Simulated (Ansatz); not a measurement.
# PbSe in the rocksalt structure

Computed with Ansatz (plane waves, PAW, 420 eV cutoff): PBEsol, scalar-relativistic, no spin polarisation, Γ-centred 10×10×10 mesh, 0.05 eV Gaussian smearing. The datasets are Ansatz's generated set soft_2.

```yaml
crystal:
  lattice:
    - [0.00000, 3.05147, 3.05147]
    - [3.05147, 0.00000, 3.05147]
    - [3.05147, 3.05147, 0.00000]
  atoms:
    - { symbol: Pb, position: [0.50000, 0.50000, 0.50000] }
    - { symbol: Se, position: [0.00000, 0.00000, 0.00000] }
```

The start was a prototype's sites filled with these elements; the Crystallography Open Database holds the compound in this structure.

Cell and atoms are those of this level's equilibrium.

The cell has space group Fm-3m (read at 0.01 Å). In it the stress is 0.00, 0.00, 0.00, 0.00, 0.00, 0.00 GPa and the largest force component 0.000 eV/Å. Each change below starts from this cell, without further relaxation. Stress is in GPa, positive in compression, in the order xx, yy, zz, yz, xz, xy; energies are counted from the cell above.

Problem. What happens when atom 2 (Se) is moved by 0.05 Å along x?

Solution. The energy changes by 0.6 meV per cell, and the force on it along the shift is -0.0256 eV/Å (−F/u = 0.51 eV/Å²). Stress: 0.10, -0.01, -0.01, 0.00, 0.00, 0.00. The gap on the mesh goes from 0.17 eV to 0.22 eV.
```
atom  Fx (eV/Å)     Fy     Fz
 Pb1      0.026  0.000  0.000
 Se2     -0.026  0.000  0.000
```

Problem. What stress follows from an engineering strain of -2 % in xy, atoms carried along?

Solution. 0.00, 0.00, -0.01, 0.00, 0.00, 0.34 GPa; the energy changes by 1.3 meV per cell. The gap on the mesh goes from 0.17 eV to 0.07 eV (close to the smearing width).
The change of the stress over the strain gives a clamped-atom stiffness of about 17.2 GPa for this component.
In a harmonic crystal the energy would rise by V(½Cε² − σ₀ε), with σ₀ the stress of the unstrained cell, = 1.2 meV, which matches.

Spin–orbit coupling, which matters for such heavy elements, is left out.

The restoring force on Se is weak but positive, so rocksalt PbSe resists this polar displacement while lying fairly close to a ferroelectric-type instability. Moving one sublattice against the other is the zone-centre transverse optical motion. Its softness probably reflects Pb 6p–Se 4p mixing across the narrow gap, which off-centring strengthens by coupling states of opposite parity. The gap's widening to 0.22 eV fits this picture.

The shear stiffness is low because the bonds, built mainly from p orbitals, lie along the cube axes, so this strain bends bond angles rather than stretching bonds to first order. Since both atoms sit on inversion centres, uniform strain induces no internal displacement, and 17.2 GPa is therefore also the relaxed-atom C44 at this level. The shear also makes the L valleys inequivalent, which suggests why the gap narrows; by symmetry, the opposite shear should have the same effect. Stability against zone-boundary distortions remains untested, as both changes keep the primitive periodicity.
